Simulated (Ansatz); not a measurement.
# C: molecular dynamics, part 2 of 2

Aim: heat the crystal hard, then quench it. Runs: 120 steps of 0.75 fs under a Langevin thermostat at 2800 K; 149 steps of 1 fs under a Langevin thermostat, set from 2240 K to 300 K by a schedule. The start is the crystal (diamond), its volume scaled by 1.05.

Ansatz 0.2.0; DFT PBE, plane waves, PAW, scalar-relativistic, no spin polarisation. The steps go on from the part before.

## (9) Positions and forces

Extended XYZ, with forces in eV/Å:

```xyz
16
Lattice="0.000 3.629 3.629 3.629 0.000 3.629 3.629 3.629 0.000" Properties=species:S:1:pos:R:3:forces:R:3 pbc="T T T" time_fs=25.0 T=2626 dE=-1.5021
C     0.202   -0.451    0.194   -1.273    3.306   -4.072
C     1.010    0.549    0.991    3.620    0.647    1.738
C     2.014    1.542    0.284   -1.473   -0.381   -3.718
C     2.904    2.414    1.121    1.693    0.291    0.029
C     2.064   -0.361    1.946   -3.746    0.458   -1.966
C     2.881    0.482    2.741    3.447    3.993    4.308
C     3.983    1.560    2.007   -5.591   -1.454   -0.354
C     4.677    2.481    3.028    3.599   -1.543   -4.316
C     0.227    1.528    1.836   -1.465    2.282   -0.534
C     1.073    2.504    2.702    1.319   -2.709    3.023
C     1.999    3.509    1.892    0.525   -4.721    0.667
C     2.961    4.338    2.738   -2.258    1.524    2.094
C     2.034    1.493    3.639   -0.688    1.575   -0.900
C     2.869    2.554    4.470    0.472   -3.948    3.095
C     3.780    3.511    3.684    0.438   -3.279    1.190
C     4.724    4.268    4.617    1.380    3.960   -0.285
16
Lattice="0.000 3.629 3.629 3.629 0.000 3.629 3.629 3.629 0.000" Properties=species:S:1:pos:R:3:forces:R:3 pbc="T T T" time_fs=50.0 T=1527 dE=-1.8459
C     0.154   -0.181    0.026   -2.640   -0.094    0.275
C     0.945    0.757    0.956    3.294   -3.623    2.031
C     1.989    1.528    0.112   -1.706    0.369   -2.396
C     2.790    2.547    0.838    2.498   -2.542    4.295
C     1.921   -0.336    1.924    1.826    2.054   -2.219
C     2.866    0.629    2.769   -2.828    1.217   -0.520
C     3.741    1.459    1.745   -0.361    2.220    3.349
C     4.746    2.363    2.699   -3.070    0.002    2.157
C     0.100    1.546    2.014   -1.029   -0.731   -3.584
C     0.898    2.543    2.704    5.028   -2.549    4.868
C     1.885    3.330    1.874    3.021   -0.034    1.076
C     2.917    4.252    2.907   -1.119   -2.279   -1.107
C     1.839    1.460    3.751    3.695    1.938   -1.154
C     2.848    2.358    4.733   -1.995    1.308   -4.089
C     3.889    3.260    3.704   -4.384   -1.196   -0.143
C     4.656    4.119    4.640   -0.230    3.940   -2.838
16
Lattice="0.000 3.629 3.629 3.629 0.000 3.629 3.629 3.629 0.000" Properties=species:S:1:pos:R:3:forces:R:3 pbc="T T T" time_fs=74.0 T=1574 dE=-1.8335
C     0.134   -0.241    0.126    2.374    0.851   -3.593
C     1.174    0.684    0.937   -5.839   -0.480    0.240
C     1.934    1.482   -0.031   -0.497    6.726    2.250
C     2.960    2.519    0.941   -4.547   -2.990    2.264
C     1.879   -0.160    1.815    4.682   -4.734    4.352
C     2.943    0.694    2.804   -4.378   -0.981    0.517
C     3.771    1.611    1.975    0.568    0.734   -3.196
C     4.597    2.579    2.805    0.379   -1.210    0.319
C     0.160    1.409    1.949   -1.831    4.978   -2.549
C     1.022    2.438    2.777   -0.469   -1.388    0.439
C     1.900    3.246    1.842   -0.292    4.475   -0.790
C     2.706    4.295    2.748    3.890   -4.990   -0.679
C     1.867    1.513    3.652    2.073    0.877    2.878
C     2.794    2.380    4.670   -0.309    1.724   -2.068
C     3.548    3.360    3.717    3.943    0.541    0.980
C     4.586    4.364    4.636    0.253   -4.134   -1.365
16
Lattice="0.000 3.629 3.629 3.629 0.000 3.629 3.629 3.629 0.000" Properties=species:S:1:pos:R:3:forces:R:3 pbc="T T T" time_fs=99.0 T=1336 dE=-2.8881
C     0.052   -0.258    0.118    0.157    0.268   -0.768
C     0.966    0.594    1.008   -0.167    1.957   -1.128
C     1.862    1.528    0.145    1.325    2.871   -1.332
C     2.732    2.609    1.079    0.484   -4.024   -1.370
C     1.869   -0.225    1.935    1.324   -0.868   -0.621
C     2.778    0.701    2.837    0.087   -0.882   -0.939
C     3.577    1.576    1.915    4.515    1.874   -1.457
C     4.644    2.471    2.818   -1.002   -1.395   -0.689
C     0.006    1.555    1.733    2.867    2.044    4.348
C     1.038    2.509    2.801   -3.182    1.517   -1.451
C     1.879    3.466    1.971   -0.194    2.205   -2.452
C     2.854    4.436    2.773   -1.798   -4.312    0.988
C     1.916    1.686    3.624   -0.192   -1.555    3.667
C     2.834    2.564    4.601   -0.339   -0.276   -2.437
C     3.781    3.363    3.570   -1.466    4.655    4.726
C     4.662    4.473    4.575   -2.420   -4.082    0.913
16
Lattice="0.000 3.629 3.629 3.629 0.000 3.629 3.629 3.629 0.000" Properties=species:S:1:pos:R:3:forces:R:3 pbc="T T T" time_fs=124.0 T=890 dE=-3.5479
C     0.062   -0.048   -0.066    0.748   -1.933    3.535
C     0.946    0.824    0.983    0.695   -0.750   -2.845
C     1.852    1.725   -0.068    1.752   -3.159    2.013
C     2.831    2.526    0.778   -0.601    0.723    3.010
C     1.922   -0.166    1.849   -2.126    1.581   -0.642
C     2.735    0.773    2.735    1.789    0.586   -1.379
C     3.690    1.588    1.760    0.262    2.355    0.534
C     4.690    2.636    2.730   -4.853   -2.607   -0.417
C     0.025    1.687    1.861    1.861   -2.279    1.878
C     0.997    2.635    2.802   -0.925   -2.279   -2.689
C     1.901    3.327    1.774    0.433    3.989    0.758
C     2.784    4.344    2.729   -0.889   -0.672   -0.040
C     1.799    1.602    3.636    1.272    1.195    1.773
C     2.764    2.479    4.664   -0.756    2.134   -4.178
C     3.643    3.392    3.697    1.069    1.447   -1.767
C     4.565    4.297    4.538    0.271   -0.332    0.456
16
Lattice="0.000 3.629 3.629 3.629 0.000 3.629 3.629 3.629 0.000" Properties=species:S:1:pos:R:3:forces:R:3 pbc="T T T" time_fs=149.0 T=740 dE=-4.6052
C     0.056   -0.238   -0.109   -0.834    2.111    3.028
C     0.963    0.732    0.839   -0.019    0.399   -0.796
C     1.868    1.706   -0.056   -0.274   -1.716   -0.112
C     2.742    2.607    0.878   -0.569   -0.752   -0.536
C     1.829   -0.217    1.758   -0.487    2.742    0.472
C     2.761    0.695    2.738    0.468    0.550   -3.350
C     3.640    1.687    1.783   -0.147   -1.339   -0.871
C     4.538    2.527    2.654    0.455    1.415    1.054
C     0.060    1.700    1.681   -1.358   -1.641    0.804
C     0.891    2.505    2.644    2.724    1.704   -1.054
C     1.762    3.534    1.745    2.718   -0.835    0.149
C     2.780    4.438    2.613   -1.645   -0.714    0.719
C     1.917    1.639    3.545   -2.988    0.927    0.885
C     2.715    2.671    4.436    1.561   -3.814    0.375
C     3.616    3.481    3.561    1.571    2.240   -1.391
C     4.574    4.442    4.453   -1.175   -1.275    0.624
```

On run 2: The set-point goes from 2240 to 300 K in 149 fs, and the last tenth of the run averages 830 K. Such a rate, of order 10^16 K/s, is far beyond any furnace or quench, and the atoms lag the set-point. Counted from the crystal's sites, with the common drift removed, the atoms stand 0.08 Å away over the last tenth of the run (root mean square), 5 % of the neighbour distance: under the 10 to 20 % at which crystals usually melt.

## (10) What came out

The summary covers parts 1 to 2.

| quantity | value |
| --- | --- |
| run 1: length | 120 steps of 0.75 fs |
| run 1: temperature, first and last step | 2625 and 2655 K |
| run 1: temperature, second half | mean 2490 K, from 1616 to 2936 K |
| run 1: potential energy, second half | +318 meV/atom from this run's first step |
| run 1: mean square displacement, second half | C 0.019 Å² |
| run 2: length | 149 steps of 1 fs |
| run 2: temperature, first and last step | 2100 and 740 K |
| run 2: temperature, second half | mean 1230 K, from 739 to 2098 K |
| run 2: potential energy, second half | -216 meV/atom from this run's first step |
| run 2: mean square displacement, second half | C 0.032 Å² |

What this shows: Mean temperatures of the second halves: 2490 K, 1230 K. In the last run: counted from the crystal's sites, with the common drift removed, the atoms stand 0.08 Å away over the last tenth of the run (root mean square), 5 % of the neighbour distance: under the 10 to 20 % at which crystals usually melt. 149 fs on 16 atoms is far too short and small for converged averages.
